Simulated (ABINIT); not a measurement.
GaAs:

```
As Ga
1.0
     0.00000    2.82685    2.82685
     2.82685    0.00000    2.82685
     2.82685    2.82685    0.00000
As Ga
1 1
Direct
  0.75000 0.75000 0.75000
  0.00000 0.00000 0.00000
```

Base run:

```yaml
Program: ABINIT 10.8.3 (patched build)
Functional: AM05
Potentials_or_basis: JTH PAW PBE v2.0
Cutoff: 544 eV
k_mesh: 8 × 8 × 8
Occupations: fermi-dirac, width 0.05 eV
Spin: no spin polarisation
```

Its results: band gap on the k mesh 0.50 eV, direct; pressure 0.6 GPa.

**Question.** The run is repeated on the same cell with these changes: functional from AM05 to BLYP. What comes out?

**Answer.** Band gap on the k mesh 0.35 eV, direct; pressure 6.8 GPa.

BLYP binds less tightly than AM05, so the same cell stands under more pressure.

Caveats: the PAW data sets were made with another functional, which shifts forces and pressure a little.
